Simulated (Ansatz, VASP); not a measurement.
# Rh in VASP and in Ansatz

```
Rh
1.0
     2.73098    0.00000    0.00000
    -1.36549    2.36510    0.00000
     0.00000    0.00000    4.42849
Rh
2
Direct
  0.66667 0.33333 0.75000
  0.33333 0.66667 0.25000
```

This isn't the form of Rh at room conditions, which is fcc.

Alike in both runs: task single point; functional LDA; k mesh 12 × 12 × 6; no spin polarisation.

```csv
,VASP,Ansatz
version,VASP 6.6.1,Ansatz 0.2.0
potentials or method,"VASP PAW LDA potentials, release 64 (Rh_pv)","plane waves, PAW"
plane-wave cutoff (eV),520,470
occupations,"gaussian, width 0.1 eV",gaussian
valence electrons in the cell,30,34
```

```tsv
	VASP	Ansatz	Ansatz less VASP
pressure (GPa)	-18.8	-19.5	-0.72
largest component of the traceless stress (GPa)	0.12	0.12	-0.002
```

The two sets of potentials don't hold the same shells in valence.

Caveats: so large a pressure means that the cell lies far from this level's equilibrium, or that cutoff or potentials fall short (VASP).
